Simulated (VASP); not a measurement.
A run of VASP 6.6.1:

Contents of INCAR:

```
SYSTEM = Li
PREC = Accurate
ENCUT = 900
EDIFF = 1E-7
ISMEAR = 0
SIGMA = 0.1
LREAL = .FALSE.
LASPH = .TRUE.
NELM = 60
ALGO = Normal
ISIF = 2
LWAVE = .FALSE.
LCHARG = .TRUE.
GGA = PS
LELF = .TRUE.
LVHAR = .TRUE.
NBANDS = 8
```

File KPOINTS:

```
regular mesh
0
G
  16 16 16
  0 0 0
```

POSCAR

```
Li
1.0
   -1.7122100000      1.7122100000      1.7122100000
    1.7122100000     -1.7122100000      1.7122100000
    1.7122100000      1.7122100000     -1.7122100000
Li
1
Direct
    0.0000000000      0.0000000000      0.0000000000
```

Potentials or basis: VASP PAW PBE potentials, release 64 (Li_sv).

The run is started by

```sh
$ cat potpaw_PBE.64/Li_sv/POTCAR > POTCAR
$ mpirun -np 1 vasp_std > vasp.out
```

Hardware: 1 thread of Intel(R) Xeon(R) 6975P-C (Granite Rapids), with other jobs on the host.

Estimate the wall time of this run.

It took 22 s on 1 thread of Intel(R) Xeon(R) 6975P-C (Granite Rapids), with other jobs on the host, peak memory 0.18 GiB. Counts: scf iterations 11, k points 145.
